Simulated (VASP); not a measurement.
Here is a VASP 6.6.1 calculation.

The input INCAR:

```
SYSTEM = NaH
ALGO = Normal ; EDIFF = 1E-7
ENCUT = 500 ; GGA = PE
ISIF = 2 ; ISMEAR = 0
LASPH = .TRUE. ; LCHARG = .TRUE.
LELF = .TRUE. ; LREAL = .FALSE.
LVHAR = .TRUE. ; LWAVE = .FALSE.
NBANDS = 12 ; NELM = 100
PREC = Accurate ; SIGMA = 0.02
```

The input KPOINTS:

```
k-points
0
G
  4 4 4
  0 0 0
```

Contents of POSCAR:

```
NaH
1.0
    2.9551240000      0.0000000000      0.0000000000
    0.0000000000      2.9551240000      0.0000000000
    0.0000000000      0.0000000000      2.9551240000
Na H
1 1
Direct
    0.0000000000      0.0000000000      0.0000000000
    0.5000000000      0.5000000000      0.5000000000
```

Potentials or basis: VASP PAW PBE potentials, release 64 (Na_sv_GW, H_GW).

Launch:

```bash
$ cat potpaw_PBE.64/Na_sv_GW/POTCAR potpaw_PBE.64/H_GW/POTCAR > POTCAR
$ mpirun -np 1 vasp_std > vasp.out
```

Problem. What does it give for the band gap on the k mesh?

Solution. 1.01 eV, indirect (least direct gap 4.42 eV).

Problem. Predict the pressure.

Solution. -0.3 GPa.

Caveat: the k mesh is coarse (spacing up to 0.53 Å⁻¹), so the values aren't converged. A k mesh can miss the band edges.
